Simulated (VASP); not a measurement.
Here is a VASP 6.6.1 calculation.

INCAR

```
  PREC = Accurate
  ENCUT = 600
  EDIFF = 1E-7
  ISMEAR = 0
  SIGMA = 0.02
  LREAL = False
  LASPH = True
  NELM = 80
  ALGO = Normal
  ISIF = 3
  LWAVE = False
  LCHARG = False
  GGA = PS
  IBRION = 2
  NSW = 90
  EDIFFG = -0.005
```

Contents of KPOINTS:

```
Automatic mesh
0
Gamma
  6 6 8
```

POSCAR

```
ZnO
1.0
    5.5175700700      0.0000000000      0.0000000000
    0.0000000000      5.5175700700      0.0000000000
    0.0000000000      0.0000000000      3.2587787700
Zn O
4 4
Direct
    0.1819728400      0.1819728400      0.5000000000
    0.8180271600      0.8180271600      0.5000000000
    0.6819728400      0.3180271600      0.0000000000
    0.3180271600      0.6819728400      0.0000000000
    0.8172472300      0.1827527700      0.5000000000
    0.1827527700      0.8172472300      0.5000000000
    0.6827527700      0.6827527700      0.0000000000
    0.3172472300      0.3172472300      0.0000000000
```

Potentials or basis: VASP PAW PBE potentials, release 64 (Zn, O).

Run with:

```console
$ cat potpaw_PBE.64/Zn/POTCAR potpaw_PBE.64/O/POTCAR > POTCAR
$ mpirun -np 1 vasp_std > vasp.out
```

Problem. What does it give for the band gap on the k mesh?

Solution. 0.69 eV, direct.

Problem. What does it give for the space group after relaxing (to 0.05 Å)?

Solution. P4_2/mnm (No. 136).

Final structure:
```
CELL_PARAMETERS angstrom
5.52295 0.00000 0.00000
0.00000 5.52295 0.00000
0.00000 0.00000 3.24886
ATOMIC_POSITIONS crystal
Zn 0.18206 0.18206 0.50000
Zn 0.81794 0.81794 0.50000
Zn 0.68206 0.31794 0.00000
Zn 0.31794 0.68206 0.00000
O 0.81799 0.18201 0.50000
O 0.18201 0.81799 0.50000
O 0.68201 0.68201 0.00000
O 0.31799 0.31799 0.00000
```
